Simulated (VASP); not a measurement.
# SrCl2 (Fm-3m) in VASP: further runs

One crystal, SrCl2, is run at these levels: PBEsol; tasks: phonons, dielectric tensor.

Program: VASP 6.6.1. These are calculated values, not measurements. Logs are shortened: lines on timing, memory, paths and dates and some standing lists are left out, and cuts for length are marked.

### 1 Starting point

It takes space group Fm-3m (No. 225, cubic). Conventional cell: a = 6.919 Å, b = 6.919 Å, c = 6.919 Å, α = 90.00°, β = 90.00°, γ = 90.00°. Sr (site symmetry m-3m) is surrounded by 8 Cl at 3.00 Å. Around Cl (site symmetry -43m) lie 4 Sr at 3.00 Å.

### 2 Phonons, PBEsol

The input, POSCAR:

```
SrCl2
1.0
    0.0000000000      3.4593311499      3.4593311499
    3.4593311499      0.0000000000      3.4593311499
    3.4593311499      3.4593311499      0.0000000000
  Sr              Cl
     1     2
Direct
     0.0000000000000000    0.0000000000000000    0.0000000000000000
     0.2500000000000000    0.2500000000000000    0.2500000000000000
     0.7500000000000000    0.7500000000000000    0.7500000000000000
```

The input, INCAR.step1:

```
ALGO = Normal
EDIFF = 1E-8
EDIFFG = -0.002
ENCUT = 600
GGA = PS
IBRION = 2
ISIF = 3
ISMEAR = 0
KPAR = 2
LASPH = T
LCHARG = F
LREAL = F
LWAVE = F
NELM = 80
NSW = 40
PREC = Accurate
SIGMA = 0.03
```

The input, INCAR.step2:

```
ALGO = Normal
EDIFF = 1E-8
ENCUT = 600
GGA = PS
IBRION = 6
ISIF = 2
ISMEAR = 0
KPAR = 2
LASPH = T
LCHARG = F
LREAL = F
LWAVE = F
NELM = 80
NFREE = 2
NSW = 1
POTIM = 0.015
PREC = Accurate
SIGMA = 0.03
```

The input, KPOINTS:

```
k-points
0
Gamma
  8 8 8
```

Potentials or basis: VASP PAW PBE potentials, release 64 (Sr_sv, Cl).

Launch:

```bash
$ cat potpaw_PBE.64/Sr_sv/POTCAR potpaw_PBE.64/Cl/POTCAR > POTCAR
$ cp INCAR.step1 INCAR
$ mpirun -np 2 vasp_std > vasp.out
$ cp CONTCAR POSCAR
$ cp INCAR.step2 INCAR
$ mpirun -np 2 vasp_std > vasp.out
```

OUTCAR:

```text
EDIFF = 1E-8
   ENCUT = 600
   GGA = PS
   IBRION = 6
   ISIF = 2
   ISMEAR = 0
   LASPH = T
   LREAL = F
   NELM = 80
   NFREE = 2
   NSW = 1
   POTIM = 0.015
   PREC = Accurate

 ion  position               nearest neighbor table
   1  0.000  0.000  0.000-   3 3.00   3 3.00   3 3.00   2 3.00   2 3.00   2 3.00   3 3.00   2 3.00

   2  0.250  0.250  0.250-   1 3.00   1 3.00   1 3.00   1 3.00
   3  0.750  0.750  0.750-   1 3.00   1 3.00   1 3.00   1 3.00

  LATTYP: Found a face centered cubic cell.
 ALAT       =     6.9186622998

  Lattice vectors:

 A1 = (   0.0000000000,   3.4593311499,   3.4593311499)
 A2 = (   3.4593311499,   0.0000000000,   3.4593311499)
 A3 = (   3.4593311499,   3.4593311499,   0.0000000000)

Analysis of symmetry for initial positions (statically):
=====================================================================
 Subroutine PRICEL returns:
 Original cell was already a primitive cell.

 Routine SETGRP: Setting up the symmetry group for a
 face centered cubic supercell.

 Subroutine GETGRP returns: Found 48 space group operations
 (whereof 48 operations were pure point group operations)
 out of a pool of 48 trial point group operations.

The static configuration has the point symmetry O_h .

Analysis of symmetry for dynamics (positions and initial velocities):
=====================================================================
 Subroutine PRICEL returns:
 Original cell was already a primitive cell.

 Routine SETGRP: Setting up the symmetry group for a
 face centered cubic supercell.

 Subroutine GETGRP returns: Found 48 space group operations
 (whereof 48 operations were pure point group operations)
 out of a pool of 48 trial point group operations.

The dynamic configuration has the point symmetry O_h .

 Subroutine INISYM returns: Found 48 space group operations
 (whereof 48 operations are pure point group operations),
 and found     1 'primitive' translations

----------------------------------------------------------------------------------------

                                     Primitive cell
[... 151 lines left out ...]
  Total       -0.0006452     -0.0006452     -0.0006452      0.0000000      0.0000000     -0.0000000
  in kB       -0.0124851     -0.0124851     -0.0124851      0.0000000      0.0000000     -0.0000000
  external PRESSURE =      -0.0124851 kB  Pullay stress =       0.0000000 kB
[... 135 lines left out ...]
--------------------------------------- Ionic step        5  -------------------------------------------

 number of electron      24.0000002 magnetization

 Free energy of the ion-electron system (eV)
  ---------------------------------------------------
  ext. energy  EPLUGINS =         0.00000000
  ---------------------------------------------------
  free energy    TOTEN  =       -13.34263354 eV

  energy without entropy =      -13.34263354  energy(sigma->0) =      -13.34263354

 E-fermi :   0.4282     XC(G=0):  -8.6028

 val. band max:        0.2503450198   @ k =   0.0000   0.5000   0.5000
 cond. band min:       5.4755442729   @ k =   0.0000   0.0000   0.0000
 fundamental gap:      5.2251992531
 Fermi energy:         0.4282055706

 k-point     1 :       0.0000    0.0000    0.0000
  band No.  band energies     occupation
      1     -32.4705      2.00000
      2     -14.4990      2.00000
      3     -14.4988      2.00000
      4     -14.4986      2.00000
      5     -13.1269      2.00000
      6     -12.2057      2.00000
[... 433 lines left out ...]
      3     -14.6373      2.00000
      4     -14.5238      2.00000
      5     -12.5278      2.00000
      6     -12.3109      2.00000
[... 8 lines left out ...]
     15       7.6029      0.00000
     16       7.9386      0.00000

 [... further k-points ...]

------------------------ aborting loop because EDIFF is reached ----------------------------------------

  FORCE on cell =-STRESS in cart. coord.  units (eV):
  Direction    XX          YY          ZZ          XY          YZ          ZX
  --------------------------------------------------------------------------------------
  -------------------------------------------------------------------------------------
  Total        0.0012550      0.0003620      0.0003620      0.0000000      0.0390784      0.0000000
  in kB        0.0242865      0.0070048      0.0070048      0.0000000      0.7562066      0.0000000
  external PRESSURE =       0.0127654 kB  Pullay stress =       0.0000000 kB
[... 18 lines left out ...]
  FREE ENERGIE OF THE ION-ELECTRON SYSTEM (eV)
  ---------------------------------------------------
  free  energy   TOTEN  =       -13.3426335378 eV

  energy  without entropy=      -13.3426335378  energy(sigma->0) =      -13.34263354

 INTERNAL STRAIN TENSORS FROM DISPLACED ATOMS
 ============================================

 INTERNAL STRAIN TENSOR FOR ION    1 for displacements in x,y,z  (eV/Angst):
          X           Y           Z          XY          YZ          ZX
  --------------------------------------------------------------------------------
  x     0.00000     0.00000     0.00000     0.00000     0.00000     0.00000
  y     0.00000     0.00000     0.00000     0.00000     0.00000     0.00000
  z     0.00000     0.00000     0.00000     0.00000     0.00000     0.00000

 INTERNAL STRAIN TENSOR FOR ION    3 for displacements in x,y,z  (eV/Angst):
          X           Y           Z          XY          YZ          ZX
  --------------------------------------------------------------------------------
  x     0.00000     0.00000     0.00000     0.00000     2.60298     0.00000
  y    -0.00000    -0.00000    -0.00000     0.00000     0.00000     2.60298
  z     0.00000     0.00000    -0.00000     2.60298     0.00000     0.00000

 Eigenvectors and eigenvalues of the dynamical matrix
 ----------------------------------------------------

   1 f  =    5.396601 THz    33.907844 2PiTHz  180.011235 cm-1    22.318539 meV
             X         Y         Z           dx          dy          dz
      0.000000  0.000000  0.000000    -0.000000    0.000000    0.000000
      1.729666  1.729666  1.729666    -0.670889    0.223400   -0.000638
      5.188997  5.188997  5.188997     0.670889   -0.223400    0.000638
[... 43 lines left out ...]
   9 f/i=    0.002081 THz     0.013077 2PiTHz    0.069422 cm-1     0.008607 meV
             X         Y         Z           dx          dy          dz
      0.000000  0.000000  0.000000     0.062678   -0.740674    0.026070
      1.729666  1.729666  1.729666     0.039830   -0.470676    0.016567
      5.188997  5.188997  5.188997     0.039830   -0.470676    0.016567

 ELASTIC MODULI CONTR FROM IONIC RELAXATION (kBar)
 Direction    XX          YY          ZZ          XY          YZ          ZX
 --------------------------------------------------------------------------------
 XX          -0.0000     -0.0000     -0.0000      0.0000     -0.0000      0.0000
 YY          -0.0000     -0.0000     -0.0000      0.0000     -0.0000      0.0000
 ZZ          -0.0000     -0.0000     -0.0000      0.0000     -0.0000      0.0000
 XY           0.0000      0.0000      0.0000    -62.0702      0.0000     -0.0000
 YZ          -0.0000     -0.0000     -0.0000      0.0000    -62.0702      0.0000
 ZX           0.0000      0.0000      0.0000     -0.0000      0.0000    -62.0702
 --------------------------------------------------------------------------------
```

Run time: 2.6 min. Hardware: 2 MPI ranks of AMD EPYC 9R45 (Zen 5), shared host; peak memory 0.39 GiB.

What came out:

- Highest phonon frequency at Γ, LO-TO splitting left out: 180 cm⁻¹

Phonon frequencies in cm⁻¹ (negative: imaginary):
```csv
q point,frequencies
"(0.000, 0.000, 0.000)",0 0 0 141 141 141 180 180 180
```

Caveat: the PAW data sets were made with another functional, which shifts forces and pressure a little.

### 3 Dielectric tensor, PBEsol

The input, INCAR:

```
ALGO = Normal
EDIFF = 1E-8
ENCUT = 600
GGA = PS
ISIF = 2
ISMEAR = 0
KPAR = 2
LASPH = T
LCHARG = F
LEPSILON = T
LREAL = F
LWAVE = F
NELM = 80
PREC = Accurate
SIGMA = 0.03
```

The input, KPOINTS:

```
k-points
0
Monkhorst-Pack
  12 12 12
```

POSCAR, as its differences from that of step 2:

```diff
@@ -1,2 +1,2 @@
-SrCl2
+SrCl2                                   
 1.0
@@ -5,3 +5,3 @@
     3.4593311499      3.4593311499      0.0000000000
-  Sr              Cl
+  Sr              Cl            
      1     2
```

Potentials or basis: VASP PAW PBE potentials, release 64 (Sr_sv, Cl).

Launch:

```bash
$ cat potpaw_PBE.64/Sr_sv/POTCAR potpaw_PBE.64/Cl/POTCAR > POTCAR
$ mpirun -np 2 vasp_std > vasp.out
```

OUTCAR:

```text
EDIFF = 1E-8
   ENCUT = 600
   GGA = PS
   ISIF = 2
   ISMEAR = 0
   LASPH = T
   LEPSILON = T
   LREAL = F
   NELM = 80
   PREC = Accurate

 ion  position               nearest neighbor table
   1  0.000  0.000  0.000-   3 3.00   3 3.00   3 3.00   2 3.00   2 3.00   2 3.00   3 3.00   2 3.00

   2  0.250  0.250  0.250-   1 3.00   1 3.00   1 3.00   1 3.00
   3  0.750  0.750  0.750-   1 3.00   1 3.00   1 3.00   1 3.00

  LATTYP: Found a face centered cubic cell.
 ALAT       =     6.9186622998

  Lattice vectors:

 A1 = (   0.0000000000,   3.4593311499,   3.4593311499)
 A2 = (   3.4593311499,   0.0000000000,   3.4593311499)
 A3 = (   3.4593311499,   3.4593311499,   0.0000000000)

[... 709 lines left out ...]
    -0.00000  0.00000 -0.00004

 MACROSCOPIC STATIC DIELECTRIC TENSOR (including local field effects in DFT)
 ------------------------------------------------------
           3.016411     0.000000    -0.000000
           0.000000     3.016411     0.000000
           0.000000    -0.000000     3.016411
 ------------------------------------------------------

 PIEZOELECTRIC TENSOR (including local field effects)  for field in x, y, z        (e  Angst)
          XX          YY          ZZ          XY          YZ          ZX
  --------------------------------------------------------------------------------
  x     0.00000     0.00000     0.00000     0.00000     0.00000     0.00000
  y     0.00000     0.00000     0.00000     0.00000     0.00000     0.00000
  z     0.00000     0.00000     0.00000     0.00000     0.00000     0.00000

 PIEZOELECTRIC TENSOR (including local field effects)  for field in x, y, z        (C/m^2)
          XX          YY          ZZ          XY          YZ          ZX
  --------------------------------------------------------------------------------
  x     0.00000     0.00000     0.00000     0.00000     0.00000     0.00000
  y     0.00000     0.00000     0.00000     0.00000     0.00000     0.00000
  z     0.00000     0.00000     0.00000     0.00000     0.00000     0.00000

 BORN EFFECTIVE CHARGES (including local field effects) (in |e|, cummulative output)
 ---------------------------------------------------------------------------------
 ion    1
    1     2.49612     0.00000     0.00000
    2     0.00000     2.49612     0.00000
    3     0.00000     0.00000     2.49612
 ion    2
    1    -1.24806     0.00000     0.00000
    2     0.00000    -1.24806     0.00000
    3     0.00000     0.00000    -1.24806
 ion    3
    1    -1.24806     0.00000     0.00000
    2     0.00000    -1.24806     0.00000
    3     0.00000     0.00000    -1.24806
```

stdout:

```text
POSCAR found type information on POSCAR SrCl
 POSCAR found :  2 types and       3 ions
 scaLAPACK will be used
 -----------------------------------------------------------------------------
|                                                                             |
[... 46 lines left out ...]
 dielectric tensor                  component  3 :     0.000    -0.006     3.384
 Linear response to external field, progress :
  Direction:   1
 dielectric tensor                  component  1 :     3.016     0.003    -0.003
 Linear response to external field, progress :
  Direction:   2
 dielectric tensor                  component  2 :     0.003     3.016    -0.003
 Linear response to external field, progress :
  Direction:   3
 dielectric tensor                  component  3 :     0.002    -0.002     3.016
 Born effective charges drift removed
```

Run time: 39 min. Hardware: 2 MPI ranks of AMD EPYC 9R45 (Zen 5), shared host; peak memory 1.7 GiB.

Results:

```yaml
Electronic_dielectric_tensor_diagonal: 3.02
Born_charges_mean_of_the_diagonal: Sr +2.50; Cl -1.25 e
```

Levels at points of the mesh, in eV from the valence-band top:
```csv
k point,band 10,band 11,band 12,band 13,band 14,band 15
"(0.04, 0.04, 0.04)",-0.36,-0.35,-0.35,5.29,5.99,5.99
```

Electronic dielectric tensor:
```
3.02 0.00 0.00
0.00 3.02 0.00
0.00 0.00 3.02
```

Born effective charge tensors (e):
atom 1, Sr
```
2.50 0.00 0.00
0.00 2.50 0.00
0.00 0.00 2.50
```
atom 2, Cl
```
-1.25  0.00  0.00
 0.00 -1.25  0.00
 0.00  0.00 -1.25
```
atom 3, Cl
```
-1.25  0.00  0.00
 0.00 -1.25  0.00
 0.00  0.00 -1.25
```

Caveat: the PAW data sets were made with another functional, which shifts forces and pressure a little.
